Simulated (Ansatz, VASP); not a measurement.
## One calculation of AlN, two programs

```
Al N
1.0
     0.00000    2.20159    2.26763
     2.20159    0.00000    2.26763
     2.20159    2.20159    0.00000
Al N
1 1
Direct
  0.00000 0.00000 0.00000
  0.75000 0.75000 0.75000
```

Change from the starting cell: strain +0.000 along x and y, +0.030 along z, atoms carried along.

Alike in both runs: task single point; functional PBE; k mesh 10 × 10 × 10; occupations gaussian, width 0.05 eV; no spin polarisation.

|  | VASP | Ansatz |
| --- | --- | --- |
| version | VASP 6.6.1 | Ansatz 0.2.0 |
| potentials or method | VASP PAW PBE potentials, release 64 (Al, N) | scalar-relativistic, plane waves, PAW |
| plane-wave cutoff (eV) | 520 | 420 |
| valence electrons in the cell | 8 | 8 |

Ansatz gave:

```
gap on the k mesh at the Fermi level (eV)       : 3.21
least direct gap on the mesh (eV)               : 3.67
pressure (GPa)                                  : -5.4
largest component of the traceless stress (GPa) : 2.90
```

Estimate VASP's values.

gap on the k mesh at the Fermi level (eV): 3.21; least direct gap on the mesh (eV): 3.68; pressure (GPa): -5.7; largest component of the traceless stress (GPa): 2.92.

A k mesh can miss the band edges.
